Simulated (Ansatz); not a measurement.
A relaxed cell of BAs is given with its symmetry left out. The cell was found from a structure generator's guess, not taken from experiment.

Method: Ansatz, DFT PBE, scalar-relativistic, plane waves, PAW. Cutoff 420 eV, Γ-centred mesh, Gaussian smearing, no spin polarisation.

```
CELL_PARAMETERS angstrom
3.40279 0.00000 0.00000
0.00000 10.49517 0.00000
0.00000 0.00000 5.15537
ATOMIC_POSITIONS crystal
B 0.00000 0.64571 0.10837
B 0.50000 0.85429 0.89163
B 0.00000 0.00000 0.39673
B 0.50000 0.14571 0.89163
B 0.00000 0.35429 0.10837
B 0.50000 0.50000 0.60327
As 0.50000 0.64916 0.87302
As 0.00000 0.85084 0.12698
As 0.50000 0.00000 0.62475
As 0.00000 0.14916 0.12698
As 0.50000 0.35084 0.87302
As 0.00000 0.50000 0.37525
```

Formation energies are uncorrected and refer to the elements' standard structures at the same level.

Task: What space group does it have?

Result: Pmmn (No. 59). Conventional cell: a = 3.403 Å, b = 10.495 Å, c = 5.155 Å. B on a site of symmetry m has 4 As at 2.06–2.16 Å; B on a site of symmetry mm2 is surrounded by 4 As at 2.07–2.09 Å; around As on a site of symmetry m lie 4 B at 2.09–2.16 Å; As on a site of symmetry mm2 is surrounded by 4 B at 2.06–2.07 Å.

Task: What is its formation energy per atom?

Result: +0.177 eV/atom. The separate elements lie lower, so it is unstable against them.

Task: Is it a metal?

Result: No, the gap on the 8×4×6 mesh is 0.73 eV.

Task: From what recipe could a structure generator have reached it?

Result: One such recipe: 4-connected net, two elements alternating (Pmmn, No. 59). Other recipes can lead to the same cell.

The last run used an 8×4×6 mesh (in the run's order of axes) for its 12-atom cell and Gaussian smearing of 0.02 eV. Kohn–Sham gaps at this level usually fall short of measured ones. The reference form of As is held partly by dispersion forces, which this level lacks. Symmetry constrained the relaxation, so the result can be a saddle point.
